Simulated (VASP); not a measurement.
System: ZrC (rock salt type, first atom moved by 0.06 Å along [111]), 2 atoms in the cell.

```
CELL_PARAMETERS angstrom
0.00000 2.35500 2.35500
2.35500 0.00000 2.35500
2.35500 2.35500 0.00000
ATOMIC_POSITIONS crystal
Zr 0.00735 0.00735 0.00735
C 0.50000 0.50000 0.50000
```

Code and potentials: VASP, Zr_sv/C, 520 eV. Settings: k-mesh 4×4×4 Γ-centred; Fermi–Dirac smearing of 0.1 eV; no spin polarisation. For HSE06: HFSCREEN = 0.208; HFRCUT = 0; PRECFOCK = Normal.

Plain PBE gives:

```json
{"Pressure": "-0.09 GPa"}
```

```tsv
atom	Fx (eV/Å)	Fy (eV/Å)	Fz (eV/Å)
Zr1	-0.251	-0.251	-0.251
C2	0.251	0.251	0.251
```

(1) What changes under HSE06?

Answers

(1) The pressure goes down by 2.45 GPa to -2.54 GPa; the forces move by 292 meV/Å (rms):

```
atom  Fx (eV/Å)  Fy (eV/Å)  Fz (eV/Å)
 Zr1     -0.082     -0.082     -0.082
  C2      0.082      0.082      0.082
```

VASP prints the stress at a fixed plane-wave basis, so it holds the Pulay stress of this cutoff.

The k-mesh is coarse, so these values belong to this mesh and can lie far from the converged ones. Potentials made with PBE were used with another functional (at least in: VASP, Zr_sv/C, 520 eV (HSE06)).
